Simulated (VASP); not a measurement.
# Na (P6_3/mmc) in VASP: reference runs

Reference runs on Na: the cell as given and a disturbed copy.

Program: VASP 6.6.1. These are calculated values, not measurements. Logs are shortened: lines on timing, memory, paths and dates and some standing lists are left out, and cuts for length are marked.

## (1) Starting point

The structure is hexagonal, space group P6_3/mmc (No. 194). The conventional cell has a = 3.700 Å, b = 3.700 Å, c = 12.537 Å, α = 90.00°, β = 90.00°, γ = 120.00°. Na (site symmetry -6m2) has 12 Na at 3.70 to 3.79 Å as nearest neighbours. Around Na (site symmetry -3m) lie 12 Na at 3.70 to 3.79 Å.

This isn't the form of Na at room conditions, which is bcc.

## (2) Single point, PBE

Input file INCAR:

```
  PREC = Accurate
  ENCUT = 520
  EDIFF = 1E-7
  ISMEAR = -1
  SIGMA = 0.05
  LREAL = False
  LASPH = True
  NELM = 100
  ALGO = Normal
  ISIF = 2
  LWAVE = False
  LCHARG = False
  GGA = PE
  NBANDS = 22
```

Input file KPOINTS:

```
Automatic mesh
0
Gamma
  8 8 3
```

Input file POSCAR:

```
Na
1.0
    3.7003831212      0.0000000000      0.0000000000
   -1.8501915606      3.2046257867      0.0000000000
    0.0000000000      0.0000000000     12.5373215400
Na
4
Direct
    0.6666666667      0.3333333333      0.7500000000
    0.0000000000      0.0000000000      0.5000000000
    0.3333333333      0.6666666667      0.2500000000
    0.0000000000      0.0000000000      0.0000000000
```

Potentials or basis: VASP PAW PBE potentials, release 64 (Na_pv).

Launch:

```console
$ cat potpaw_PBE.64/Na_pv/POTCAR > POTCAR
$ mpirun -np 1 vasp_std > vasp.out
```

OUTCAR:

```text
PREC = Accurate
   ENCUT = 520
   EDIFF = 1E-7
   ISMEAR = -1
   LREAL = False
   LASPH = True
   NELM = 100
   ISIF = 2
   GGA = PE

 ion  position               nearest neighbor table
   1  0.667  0.333  0.750-
   2  0.000  0.000  0.500-
   3  0.333  0.667  0.250-
   4  0.000  0.000  0.000-

  LATTYP: Found a hexagonal cell.
 ALAT       =     3.7003831212
 C/A-ratio  =     3.3881144545

  Lattice vectors:

 A1 = (   3.7003831212,   0.0000000000,   0.0000000000)
 A2 = (  -1.8501915606,   3.2046257867,   0.0000000000)
 A3 = (   0.0000000000,   0.0000000000,  12.5373215400)

Analysis of symmetry for initial positions (statically):
=====================================================================
 Subroutine PRICEL returns:
 Original cell was already a primitive cell.

 Routine SETGRP: Setting up the symmetry group for a
 hexagonal supercell.

 Subroutine GETGRP returns: Found 24 space group operations
 (whereof 12 operations were pure point group operations)
 out of a pool of 24 trial point group operations.

The static configuration has the point symmetry D_3d.
 The point group associated with its full space group is D_6h.

Analysis of symmetry for dynamics (positions and initial velocities):
=====================================================================
 Subroutine PRICEL returns:
 Original cell was already a primitive cell.

 Routine SETGRP: Setting up the symmetry group for a
 hexagonal supercell.

 Subroutine GETGRP returns: Found 24 space group operations
 (whereof 12 operations were pure point group operations)
 out of a pool of 24 trial point group operations.

The dynamic configuration has the point symmetry D_3d.
 The point group associated with its full space group is D_6h.

 Subroutine INISYM returns: Found 24 space group operations
 (whereof 12 operations are pure point group operations),
 and found     1 'primitive' translations

----------------------------------------------------------------------------------------

                                     Primitive cell

  volume of cell :     148.6719

  direct lattice vectors                    reciprocal lattice vectors
     3.700383121  0.000000000  0.000000000     0.270242288  0.156024458  0.000000000
    -1.850191561  3.204625787  0.000000000     0.000000000  0.312048915  0.000000000
     0.000000000  0.000000000 12.537321540     0.000000000  0.000000000  0.079761853

  length of vectors
     3.700383121  3.700383121 12.537321540     0.312048915  0.312048915  0.079761853

  position of ions in fractional coordinates (direct lattice)
     0.666666667  0.333333333  0.750000000
     0.000000000  0.000000000  0.500000000
     0.333333333  0.666666667  0.250000000
     0.000000000  0.000000000  0.000000000

  ion indices of the primitive-cell ions
   primitive index   ion index
                 1           1
                 2           2
                 3           3
                 4           4

----------------------------------------------------------------------------------------

 KPOINTS: Automatic mesh

Automatic generation of k-mesh.
 Grid dimensions read from file:
 generate k-points for:    8    8    3

 Generating k-lattice:

  Cartesian coordinates                     Fractional coordinates (reciprocal lattice)
     0.033780286  0.019503057  0.000000000     0.125000000 -0.000000000  0.000000000
     0.000000000  0.039006114  0.000000000     0.000000000  0.125000000  0.000000000
     0.000000000  0.000000000  0.026587284     0.000000000  0.000000000  0.333333333

  Length of vectors
     0.039006114  0.039006114  0.026587284

  Shift w.r.t. Gamma in fractional coordinates (k-lattice)
     0.000000000  0.000000000  0.000000000

 Subroutine IBZKPT returns following result:
 ===========================================

 Found     20 irreducible k-points:

 Following reciprocal coordinates:
            Coordinates               Weight
  0.000000  0.000000  0.000000      1.000000
  0.125000  0.000000  0.000000      6.000000
  0.250000  0.000000  0.000000      6.000000
  0.375000 -0.000000  0.000000      6.000000
  0.500000  0.000000  0.000000      3.000000
  0.125000  0.125000  0.000000      6.000000
[... 12 lines left out ...]
  0.250000  0.250000  0.333333     12.000000
  0.375000  0.250000  0.333333     12.000000
   k-points           NKPTS =     20   k-points in BZ     NKDIM =     20   number of bands    NBANDS=     22
   number of dos      NEDOS =    301   number of ions     NIONS =      4
   total plane-waves  NPLWV =  75264
   dimension x,y,z NGX =    28 NGY =   28 NGZ =   96
   dimension x,y,z NGXF=    56 NGYF=   56 NGZF=  192
   ions per type =               4
   NGX,Y,Z   is equivalent  to a cutoff of  12.58, 12.58, 12.73 a.u.
   NGXF,Y,Z  is equivalent  to a cutoff of  25.16, 25.16, 25.46 a.u.
 SYSTEM =  unknown system
   PREC   = accura    normal or accurate (medium, high low for compatibility)
   ISTART =      0    job   : 0-new  1-cont  2-samecut
   ICHARG =      2    charge: 1-file 2-atom 10-const
   ISPIN  =      1    spin polarized calculation?
   LNONCOLLINEAR =      F non collinear calculations
   LSORBIT =      F    spin-orbit coupling
   LASPH  =      T    aspherical Exc in radial PAW
   ENCUT  =  520.0 eV  38.22 Ry    6.18 a.u.   6.88  6.88 23.31*2*pi/ulx,y,z
   NELM   =    100;   NELMIN=  2; NELMDL= -5     # of ELM steps
   EDIFF  = 0.1E-06   stopping-criterion for ELM
   LREAL  =      F    real-space projection
   EDIFFG = 0.1E-05   stopping-criterion for IOM
   NSW    =      0    number of steps for IOM
   IBRION =     -1    ionic relax: 0-MD 1-quasi-New 2-CG
   NFREE  =      0    steps in history (QN), initial steepest desc. (CG)
   ISIF   =      2    stress and relaxation
   ISYM   =      2    0-nonsym 1-usesym 2-fastsym
   POTIM  = 0.5000    time-step for ionic-motion
   TEBEG  =    0.0;   TEEND  =   0.0 temperature during run
   PSTRESS=    0.0 pullay stress
   NELECT =      28.0000    total number of electrons
   NUPDOWN=      -1.0000    fix difference up-down
   EMIN   =  10.00;   EMAX   =-10.00  energy-range for DOS
   EFERMI =   0.00;   METHOD = LEGACY
   ISMEAR =    -1;   SIGMA  =   0.05  broadening in eV -4-tet -1-fermi 0-gaus
   EFERMI_NEDOS =   21; number of points for ismear=-14 and -15
   IALGO  =     38    algorithm
   IMIX   =      4    mixing-type and parameters
     AMIX     =   0.40;   BMIX     =  1.00
     AMIX_MAG =   1.60;   BMIX_MAG =  1.00
  volume/ion in A,a.u.               =      37.17       250.82
  Fermi-wavevector in a.u.,A,eV,Ry     =   0.938393  1.773305 11.981028  0.880581
  Thomas-Fermi vector in A             =   2.065600
   LORBIT       =      0    0 simple, 1 ext, 2 COOP (PROOUT), +10 PAW based schemes
   GGA     = PE    functional components
   LHFCALC =     F    Hartree Fock is set to
   AEXX    =    0.0000 exact exchange contribution
   IVDW    =     0    specifies the selected vdW correction
   LEPSILON=     F    determine dielectric tensor
   LRPA    =     F    only Hartree local field effects (RPA)
 non-spin polarized calculation
  energy-cutoff  :      520.00
  volume of cell :      148.67
 maximum number of plane-waves:      4022
 NGX is ok and might be reduce to    28
   NGX = 13   NGY = 13   NGZ = 47

 number of electron      28.0000034 magnetization

 Free energy of the ion-electron system (eV)
  ---------------------------------------------------
  ext. energy  EPLUGINS =         0.00000000
  ---------------------------------------------------
  free energy    TOTEN  =        -5.23385937 eV

  energy without entropy =       -5.21574018  energy(sigma->0) =       -5.22479977

 E-fermi :   0.3110     XC(G=0):  -6.4948

 val. band max:        0.2296362657   @ k =   0.2500   0.2500   0.3333
 cond. band min:       0.3586489220   @ k =   0.2500   0.1250   0.3333
 fundamental gap:      0.1290126563
 Fermi energy:         0.3110232598

 k-point     1 :       0.0000    0.0000    0.0000
  band No.  band energies     occupation
      1     -24.6104      2.00000
      2     -24.5949      2.00000
      3     -24.5946      2.00000
      4     -24.5832      2.00000
      5     -24.5832      2.00000
      6     -24.5813      2.00000
[... 14 lines left out ...]
     21      10.6400      0.00000
     22      10.8080      0.00000

 k-point     2 :       0.1250    0.0000    0.0000
  band No.  band energies     occupation
      1     -24.6087      2.00000
      2     -24.5954      2.00000
      3     -24.5951      2.00000
      4     -24.5875      2.00000
      5     -24.5848      2.00000
      6     -24.5845      2.00000
[... 14 lines left out ...]
     21       8.6741      0.00000
     22       8.7323      0.00000

 k-point     3 :       0.2500    0.0000    0.0000
  band No.  band energies     occupation
      1     -24.6045      2.00000
      2     -24.6009      2.00000
      3     -24.6001      2.00000
      4     -24.5972      2.00000
      5     -24.5949      2.00000
      6     -24.5887      2.00000
[... 14 lines left out ...]
     21       6.4427      0.00000
     22       6.5315      0.00000

 k-point     4 :       0.3750   -0.0000    0.0000
  band No.  band energies     occupation
      1     -24.6107      2.00000
      2     -24.6099      2.00000
      3     -24.6070      2.00000
      4     -24.6055      2.00000
      5     -24.5981      2.00000
      6     -24.5905      2.00000
[... 14 lines left out ...]
     21       6.0433      0.00000
     22       6.4049      0.00000

 k-point     5 :       0.5000    0.0000    0.0000
  band No.  band energies     occupation
      1     -24.6150      2.00000
      2     -24.6140      2.00000
      3     -24.6111      2.00000
      4     -24.6099      2.00000
      5     -24.5940      2.00000
      6     -24.5917      2.00000
[... 317 lines left out ...]
 k-point    18 :       0.3750    0.1250    0.3333
  band No.  band energies     occupation
      1     -24.6120      2.00000
      2     -24.6113      2.00000
      3     -24.6093      2.00000
      4     -24.6085      2.00000
      5     -24.5947      2.00000
      6     -24.5940      2.00000
[... 14 lines left out ...]
     21       4.8840      0.00000
     22       5.4993      0.00000

 k-point    19 :       0.2500    0.2500    0.3333
  band No.  band energies     occupation
      1     -24.6080      2.00000
      2     -24.6077      2.00000
      3     -24.6071      2.00000
      4     -24.6060      2.00000
      5     -24.5970      2.00000
      6     -24.5969      2.00000
[... 14 lines left out ...]
     21       4.6942      0.00000
     22       5.1027      0.00000

 k-point    20 :       0.3750    0.2500    0.3333
  band No.  band energies     occupation
      1     -24.6090      2.00000
      2     -24.6084      2.00000
      3     -24.6061      2.00000
      4     -24.6060      2.00000
      5     -24.6002      2.00000
      6     -24.5999      2.00000
[... 14 lines left out ...]
     21       4.0668      0.00000
     22       4.2045      0.00000

------------------------ aborting loop because EDIFF is reached ----------------------------------------

  FORCE on cell =-STRESS in cart. coord.  units (eV):
  Direction    XX          YY          ZZ          XY          YZ          ZX
  --------------------------------------------------------------------------------------
  -------------------------------------------------------------------------------------
  Total        0.2894698      0.2894698     -0.6015568      0.0000000      0.0000000      0.0000000
  in kB        3.1195009      3.1195009     -6.4827379      0.0000000      0.0000000      0.0000000
  external PRESSURE =      -0.0812454 kB  Pullay stress =       0.0000000 kB

 VOLUME and BASIS-vectors are now :
 -----------------------------------------------------------------------------
  energy-cutoff  :      520.00
  volume of cell :      148.67
      direct lattice vectors                 reciprocal lattice vectors
     3.700383121  0.000000000  0.000000000     0.270242288  0.156024458  0.000000000
    -1.850191561  3.204625787  0.000000000     0.000000000  0.312048915  0.000000000
     0.000000000  0.000000000 12.537321540     0.000000000  0.000000000  0.079761853

 POSITION                                       TOTAL-FORCE (eV/Angst)
 -----------------------------------------------------------------------------------
      1.85019      1.06821      9.40299         0.000000     -0.000000     -0.000000
      0.00000      0.00000      6.26866        -0.000000      0.000000      0.000000
     -0.00000      2.13642      3.13433        -0.000000      0.000000      0.000000
      0.00000      0.00000      0.00000        -0.000000      0.000000      0.000000
 -----------------------------------------------------------------------------------
    total drift:                                0.000000     -0.000000      0.000000

  FREE ENERGIE OF THE ION-ELECTRON SYSTEM (eV)
  ---------------------------------------------------
  free  energy   TOTEN  =        -5.2338593657 eV

  energy  without entropy=       -5.2157401831  energy(sigma->0) =       -5.22479977
```

It took 26 s on 1 thread of Intel Xeon Platinum 8488C (Sapphire Rapids), shared host; peak memory 0.26 GiB.

What came out:

| Item | Value |
| --- | --- |
| Free energy | -5.2339 eV |
| Pressure | 0.0 GPa |
| Band gap on the k mesh | none (metal or under the smearing width) |

Stress tensor (GPa, compression positive):
```
 0.31  0.00  0.00
 0.00  0.31  0.00
 0.00  0.00 -0.65
```

Levels at points of the mesh, in eV from the Fermi level:
| k point | band 10 | band 11 | band 12 | band 13 | band 14 | band 15 | band 16 | band 17 | band 18 | band 19 |
| --- | --- | --- | --- | --- | --- | --- | --- | --- | --- | --- |
| (0.00, 0.00, 0.00) | -24.89 | -24.89 | -24.89 | -3.26 | -2.28 | -2.28 | 0.41 | 0.75 | 5.13 | 5.13 |
| (0.50, 0.00, 0.00) | -24.90 | -24.90 | -24.90 | 0.35 | 0.42 | 1.10 | 1.19 | 1.50 | 1.58 | 3.80 |

[end of part 1 of 2]
